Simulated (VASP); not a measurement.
Write the native input for VASP 6.6.1 that does the following.

| Item | Value |
| --- | --- |
| Task | electrostatic potential |
| Functional | LDA |
| Potentials or basis | VASP PAW LDA potentials, release 64 (Mg, S) |
| Cutoff | 520 eV |
| k mesh | 8 × 6 × 8 |
| Occupations | gaussian, width 0.02 eV |
| Spin | no spin polarisation |
| Further INCAR settings | ALGO = Normal; EDIFF = 1e-07 |

The structure of MgS lies in POSCAR:

```
MgS                                     
1.0
    4.0054621103      0.0000000000      0.0000000000
    0.0000000000      5.6645788400      0.0000000000
    0.0000000000      0.0000000000      3.8979112299
  Mg              S             
     2     2
Direct
     0.0000000000000000    0.9973243021137764    0.0000000000000000
     0.5000000000000000    0.4973243021137763    0.5000000000000000
     0.0000000000000000    0.2526756978862236    0.5000000000000000
     0.5000000000000000    0.7526756978862237    0.0000000000000000
```

The cell comes from a database or a generator and needn't be the stable form of this composition.

One way to write it, as run:

INCAR

```
SYSTEM = MgS
PREC     = Accurate       ! precision mode
ENCUT    = 520            ! plane-wave cutoff, eV
EDIFF    = 1E-7           ! SCF threshold, eV
ISMEAR   = 0              ! smearing method
SIGMA    = 0.02           ! smearing width, eV
LREAL    = .FALSE.        ! projectors in reciprocal space
LASPH    = .TRUE.         ! aspherical terms in the spheres
NELM     = 80             ! most SCF steps
ALGO     = Normal         ! electronic algorithm
ISIF     = 2              ! what is computed and relaxed
LWAVE    = .FALSE.        ! write WAVECAR
LCHARG   = .TRUE.         ! write CHGCAR
GGA      = CA             ! functional
LVHAR    = .TRUE.
```

KPOINTS

```
Automatic mesh
0
G
  8 6 8
  0 0 0
```

Potentials or basis: VASP PAW LDA potentials, release 64 (Mg, S).

Launch:

```bash
$ cat potpaw_LDA.64/Mg/POTCAR potpaw_LDA.64/S/POTCAR > POTCAR
$ mpirun -np 1 vasp_std > vasp.out
```

It gave:

```json
{
  "Pressure": "-1.0 GPa",
  "Largest force": "0.006 eV/Å",
  "Band gap on the k mesh": "3.21 eV"
}
```

Run time: 36 s on 1 thread of Intel(R) Xeon(R) 6975P-C (Granite Rapids), with other jobs on the host, peak memory 0.23 GiB.
